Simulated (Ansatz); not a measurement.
MnO2 in Ansatz: the effect of starting spin order

MnO2:

```
Mn O
1.0
    -4.90750    4.90750    1.42350
     4.90750   -4.90750    1.42350
     4.90750    4.90750   -1.42350
Mn O
4 8
Cartesian
  1.4722 3.2389 1.4235
  1.6685 6.3797 0.0000
  3.4352 1.6686 0.0000
  3.2389 -1.4723 1.4235
  1.5704 4.4953 0.0000
  5.3197 1.5704 0.0000
  3.3371 0.4122 1.4235
  -0.4122 3.3371 1.4235
  1.5704 2.0121 0.0000
  7.8029 1.5704 0.0000
  3.3371 2.8954 1.4235
  -2.8954 3.3371 1.4235
```

Measurements of this composition are mostly on another form, of space group No. 136.

Alike in all runs:

| Item | Value |
| --- | --- |
| Program | Ansatz 0.2.0 |
| Task | single point |
| Functional | PBE |
| Potentials or basis | Ansatz PAW |
| Cutoff | 420 eV (not typed: the program's choice for these potentials) |
| k mesh | 10 × 10 × 10 |
| Occupations | fermi-dirac, width 0.05 eV |

Task: One run gave: energy over the lowest run 320.8 meV/atom; gap on the mesh none; pressure -5.1 GPa; largest force 1.39 eV/Å; final net moment 0.00 μB; final largest site moment 0.00 μB. Which starting spin order did it use?
A. afm
B. ferri
C. spin off

Result: C.

```tsv
starting spin order	spin	starting moments	energy over the lowest run (meV/atom)	gap on the mesh (eV)	pressure (GPa)	largest force (eV/Å)	final net moment (μB)	final largest site moment (μB)
spin off	no spin polarisation	-	320.8	none	-5.1	1.39	0.00	0.00
afm	collinear spin, antiferromagnetic start	[4.0, -4.0, 4.0, -4.0, 0.0, 0.0, 0.0, 0.0, 0.0, 0.0, 0.0, 0.0] μB	0.0	0.54	2.8	0.93	0.00	2.32
ferri	collinear spin, ferrimagnetic start	[4.0, -2.0, 4.0, -2.0, 0.0, 0.0, 0.0, 0.0, 0.0, 0.0, 0.0, 0.0] μB	0.0	0.54	2.8	0.93	0.00	2.32
```

Caveats: semilocal functionals often make such compounds metallic where correlation or magnetic order opens a gap, which also shifts bond lengths (some runs); forces of over 1 eV/Å show positions far from the minimum, so gaps and moduli don't describe the material at rest (some runs).

A k mesh can miss the band edges.

A gap of «none» marks a metal or a gap under the smearing width.
